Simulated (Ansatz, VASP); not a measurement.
# KTaO3 in two plane-wave programs, part 2 of 2

Aim: how closely do two programs agree when they are given the same cell, functional and k mesh? The cell is taken from a series of runs on this material, whose earlier steps may have relaxed, scaled, displaced or heated it; both programs get it as it stands.

VASP 6.6.1 and Ansatz 0.2.0.

So far: Set-up; VASP: single point, PBEsol; Ansatz: single point, PBEsol; Side by side.

### 5. Ansatz: dielectric response, PBEsol

Level of this step: Ansatz beside VASP: Kohn-Sham DFT, plane waves, PBEsol (Ansatz).

The response to a field tests empty states and converges slowly with the mesh.

The cell is taken from a series of runs on this material, whose earlier steps may have relaxed, scaled, displaced or heated it; both programs get it as it stands.

Input file input.yaml:

```yaml
crystal:
  lattice:
    - [3.9853823095, 0.0, 0.0]
    - [0.0, 3.9853823095, 0.0]
    - [0.0, 0.0, 3.9853823095]
  atoms:
    - { symbol: K, position: [0.5, 0.5, 0.5] }
    - { symbol: Ta, position: [0.0, 0.0, 0.0] }
    - { symbol: O, position: [0.5, 0.0, 0.0] }
    - { symbol: O, position: [0.0, 0.5, 0.0] }
    - { symbol: O, position: [0.0, 0.0, 0.5] }
kpoints:
  mp_grid: { grid: [6, 6, 6] }
scf:
  occupations: { method: fixed }
hamiltonian:
  xc: pbesol
  pseudopotentials: { kind: paw }
dielectric: {}
```

Launch:

```sh
> ansatz run input.yaml --threads 4 --pin off --max-ram 8192MiB --backend cpu --events-out ev --progress --plain --runs-dir out
```

Numbers of over 12 decimals in the logs are rounded to 6 here.

Output:

```text
[...]
Crystal: 5 atoms, lattice volume = 63.301 Å³
Basis set: ecut = 420 eV, 1237 PW (Γ), exchange–correlation on 54×54×54 points (8 copies of the dense FFT grid, shifted against one another)
Bands: 25, of which v1, the nominal top of the filled ones, is band 20 counted from 1 (19 counted from 0)
Symmetry: 48 space group operations
k-points: 40 of 216 (irreducible under 8 space group operations, time reversal used)
[...]
site 2:
[...]
site 3:
[...]
0.00000   -0.00000   -1.66768
    site 4:
        -1.66768    0.00000    0.00000
        -0.00000   -1.66768    0.00000
         0.00000    0.00000   -6.54045
  Z* charge neutrality: 4.014e-3 e pre-enforcement
  solved inside a basis spanned on kpoints, on 8×8×8 k-points, its susceptibility summed on 10×10×10: ε∞ is read to err by 1.7e-2, Z* by 4.1e-2 e (field_mesh: kpoints solves on kpoints); Z* is corrected for what the basis lacks
[key lines of the parts left out:]
SCF converged after 8 iterations
Free energy (F): -13011.071296 eV
Fermi energy:    8.677265 eV
```

### 6. VASP: dielectric response, PBEsol

The same cell, functional and mesh now go to VASP, with its own data sets.

Input file INCAR:

```
SYSTEM = KTaO3
PREC = Accurate
ENCUT = 520
EDIFF = 1E-08
NELM = 120
ISMEAR = 0
SIGMA = 0.01
LREAL = .FALSE.
ALGO = Normal
GGA = PS
NBANDS = 25
LASPH = .TRUE.
LORBIT = 11
LWAVE = .FALSE.
LCHARG = .FALSE.
ISIF = 2
LEPSILON = .TRUE.
GGA_COMPAT = .FALSE.
EFERMI = MIDGAP
KPAR = 2
```

Input file POSCAR:

```
KTaO3
1.0
    3.9853823095      0.0000000000      0.0000000000
    0.0000000000      3.9853823095      0.0000000000
    0.0000000000      0.0000000000      3.9853823095
K Ta O
1 1 3
Direct
    0.5000000000      0.5000000000      0.5000000000
    0.0000000000      0.0000000000      0.0000000000
    0.5000000000      0.0000000000      0.0000000000
    0.0000000000      0.5000000000      0.0000000000
    0.0000000000      0.0000000000      0.5000000000
```

Input file KPOINTS:

```
Automatic mesh
0
Gamma
6 6 6
0 0 0
```

Potentials, in the order of the species: K_sv, Ta_pv and O (PBE family, release 64).

Launch:

```sh
> mpirun -np 2 vasp_std
```

Output:

```text
[banner, memory and clock lines left out]
running    2 mpi-ranks, on    1 nodes
[...]
[... a notice as in an earlier step ...]

 LDA part: xc-table for (Slater+PW92), standard interpolation
 POSCAR, INCAR and KPOINTS ok, starting setup
[...]
entering main loop
       N       E                     dE             d eps       ncg     rms          rms(c)
[... 12 cycles as in an earlier step ...]
DAV:  13    -0.429194604180E+02    0.11214E-05   -0.42789E-06  1246   0.176E-02    0.572E-03
DAV:  14    -0.429194603051E+02    0.11293E-06   -0.13905E-06  1359   0.720E-03    0.222E-03
DAV:  15    -0.429194603113E+02   -0.61978E-08   -0.14788E-07  1288   0.279E-03    0.331E-04
DAV:  16    -0.429194602896E+02    0.21653E-07   -0.11379E-08  1021   0.803E-04    0.150E-04
DAV:  17    -0.429194602810E+02    0.86320E-08   -0.93416E-10   780   0.275E-04
   1 F= -.42919460E+02 E0= -.42919460E+02  d E =0.000000E+00
 Linear response reoptimize wavefunctions to high precision
DAV:   1    -0.429194602851E+02   -0.41664E-08   -0.16710E-10   848   0.107E-04
[...]
RMM:  27    -0.845819136257E+00    0.51877E-09   -0.22016E-06  3459   0.193E-03    0.153E-05
RMM:  28    -0.845819122412E+00    0.13845E-07   -0.24385E-06  3441   0.192E-03    0.850E-06
 change of polarisation eV/A/(eV/A) component  2 :    -0.174     1.606    -0.188
 dielectric tensor                  component  2 :    -0.499     5.592    -0.538
 Linear response to external field, progress :
  Direction:   3
       N       E                     dE             d eps       ncg     rms          rms(c)
RMM:   1    -0.798923180438E+00   -0.79892E+00   -0.37965E+00  3746   0.508E+00
RMM:   2    -0.825990820389E+00   -0.27068E-01   -0.49698E-02  3703   0.977E-01    0.130E+00
RMM:   3    -0.813844909978E+00    0.12146E-01   -0.28295E-02  3375   0.914E-01    0.735E-01
RMM:   4    -0.834765973459E+00   -0.20921E-01   -0.18911E-02  3483   0.848E-01    0.166E-01
[...]
RMM:  19    -0.845821683127E+00   -0.68550E-06   -0.26804E-06  3920   0.200E-03    0.352E-04
RMM:  20    -0.845821748591E+00   -0.65464E-07   -0.24880E-06  3567   0.195E-03    0.328E-04
RMM:  21    -0.845821735037E+00    0.13555E-07   -0.21757E-06  3474   0.192E-03    0.307E-04
 change of polarisation eV/A/(eV/A) component  3 :    -0.126    -0.236     1.606
 dielectric tensor                  component  3 :    -0.361    -0.676     5.592
 Born effective charges drift removed
```

From OUTCAR (step 6):

```text
  Total        0.2906261      0.2906261      0.2906261      0.0000000      0.0000000     -0.0000000
  in kB        7.3558905      7.3558905      7.3558905      0.0000000      0.0000000     -0.0000000
  external PRESSURE =       7.3558905 kB  Pullay stress =       0.0000000 kB

 MACROSCOPIC STATIC DIELECTRIC TENSOR (including local field effects in DFT)
 ------------------------------------------------------
           5.591651    -0.000000     0.000000
          -0.000000     5.591651     0.000000
          -0.000000    -0.000000     5.591651
 ------------------------------------------------------

[... 3 parts as in an earlier step ...]
```

Energies printed during the response cycles are not total energies of the cell.

### 7. Side by side

What differs besides the data sets and the points named for the pairs above, as far as they apply: VASP's response is taken on the typed mesh, Ansatz refines its own for the field response alone; the data sets hold 40 valence electrons in Ansatz (on its default PAW (the set named soft_2) files) and 38 in VASP. Total energies have different zeros and are not compared.

Compared:

```tsv
quantity	Ansatz	VASP	difference
ε∞ xx	5.46	5.59	-2.42 %
ε∞ yy	5.46	5.59	-2.42 %
ε∞ zz	5.46	5.59	-2.42 %
```

### 8. Summary of results

```json
{
  "difference in gap on the k mesh (single point, PBEsol)": "0.046 eV",
  "difference in ε∞ xx (dielectric response, PBEsol)": "-2.4 %"
}
```

In words: The difference in gap on the k mesh is 0.046 eV (single point, PBEsol), within the 0.08 eV picked in this series as the mark of a large difference. The data sets hold unlike numbers of valence electrons (40 in Ansatz and 38 in VASP), so part of the differences comes from the potentials. Such differences can come from data sets, numerical settings and the points named under the comparisons, not from the functional's error against experiment.

[Lines on the potential files, build, host, timing and source positions are cut from VASP's logs without a mark.]

[Logs are printed without paths, hosts, clocks, repeated set-up lines and the standing remarks that a program may print on its own settings, such as how far it seeks lower states.]

[Hosts, paths, dates, database ids (printed as entryN), source tags and the programs' standing remarks are cut or masked in the printed files.]
